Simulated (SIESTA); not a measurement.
# AlPt under changes of volume

One of the cells (14.774 Å³/atom); the others are scaled copies at fixed shape and fractional positions:

```
Pt Al
1.0
     3.09155    0.00000    0.00000
     0.00000    3.09155    0.00000
     0.00000    0.00000    3.09155
Pt Al
1 1
Direct
  0.50000 0.50000 0.50000
  0.00000 0.00000 0.00000
```

Measurements of this composition are mostly on another form, of space group No. 198.

```yaml
Program: SIESTA 5.4.2
Functional: LDA
Potentials_or_basis: PseudoDojo 0.4 standard (LDA files)
Basis: DZP (energy shift 0.003 Ry; two zetas on semicore shells)
Grid_cutoff: 800 Ry
Energy_shift: 0.003 Ry
k_mesh: 9 × 9 × 9
Occupations: fermi-dirac, width 0.05 eV
Spin: no spin polarisation
```

```tsv
volume (Å³/atom)	energy over the lowest point (meV/atom)	pressure (GPa)
13.888	0.00	2.3
14.183	0.03	-2.2
14.478	?	?
14.774	22.86	-9.9
15.069	44.06	-13.0
15.365	70.66	-15.8
15.660	102.08	-18.2
```

Question: What does the run at 14.478 Å³/atom give?

Answer: Energy over the lowest point 7.91 meV/atom; pressure -6.3 GPa.

Worked out: A Birch-Murnaghan fit of order 3 (a polynomial in V^(-2/3)) to the other rows has its minimum at 14.03 Å³/atom with B0 = V·E''(V) = 217 GPa and B' = 4.9. It gives 7.93 meV/atom at 14.478 Å³/atom, against the run's 7.91, and -dE/dV = -6.3 GPa, against -6.3.

Energies are extrapolated to zero smearing.

Caveats: short orbitals over semicore shells can move pressures by several GPa; the basis of atomic orbitals isn't converged, which shifts pressures, moduli and gaps.
